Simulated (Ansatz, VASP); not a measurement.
**One calculation of MgO (Periclase), two programs**

```
Mg O
1.0
     0.00000    1.98352    1.98352
     1.98352    0.00000    1.98352
     1.98352    1.98352    0.00000
Mg O
1 1
Cartesian
  0.0000 0.0000 0.0000
  1.9835 1.9835 1.9835
```

Alike in both runs: task single point; functional r2SCAN; k mesh 8 × 8 × 8; occupations gaussian, width 0.05 eV; no spin polarisation.

|  | VASP | Ansatz |
| --- | --- | --- |
| version | VASP 6.6.1 | Ansatz 0.2.0 |
| potentials or method | VASP PAW PBE potentials, release 64 (Mg, O) | scalar-relativistic, plane waves, PAW |
| plane-wave cutoff (eV) | 520 | 500 |
| valence electrons in the cell | 8 | 16 |

Ansatz gave:

| Quantity | Value |
| --- | --- |
| gap on the k mesh at the Fermi level (eV) | 7.66 |
| least direct gap on the mesh (eV) | 7.66 |

Which values does VASP return?

gap on the k mesh at the Fermi level (eV): 7.64; least direct gap on the mesh (eV): 7.64.

With one functional, cell and mesh, what is left measures potentials, basis and numerics. The two sets of potentials don't hold the same shells in valence.

Caveats: the PAW data sets were made with another functional, which shifts forces and pressure a little (VASP). r2SCAN opens gaps a little over a GGA but as a rule still falls short of measured ones.
